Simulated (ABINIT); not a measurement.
Ge:

```
Ge
1.0
     3.99759    0.00000    0.00000
    -1.99879    3.46201    0.00000
     0.00000    0.00000    6.59938
Ge
4
Direct
  0.33333 0.66667 0.93710
  0.66667 0.33333 0.43710
  0.33333 0.66667 0.56290
  0.66667 0.33333 0.06290
```

This isn't the form of Ge at room conditions, which is diamond.

Base run:

- Program: ABINIT 10.8.3 (patched build)
- Functional: LDA
- Potentials or basis: JTH PAW PBE v2.0
- Cutoff: 707 eV
- k mesh: 8 × 8 × 4
- Occupations: fermi-dirac, width 0.05 eV
- Spin: no spin polarisation

Its results: pressure -1.9 GPa.

Question: The run is repeated on the same cell with these changes: functional from LDA to BLYP. What comes out?

Answer: Pressure 6.7 GPa.

BLYP binds less tightly than LDA, so the same cell stands under more pressure.

Caveats: the PAW data sets were made with another functional, which shifts forces and pressure a little.
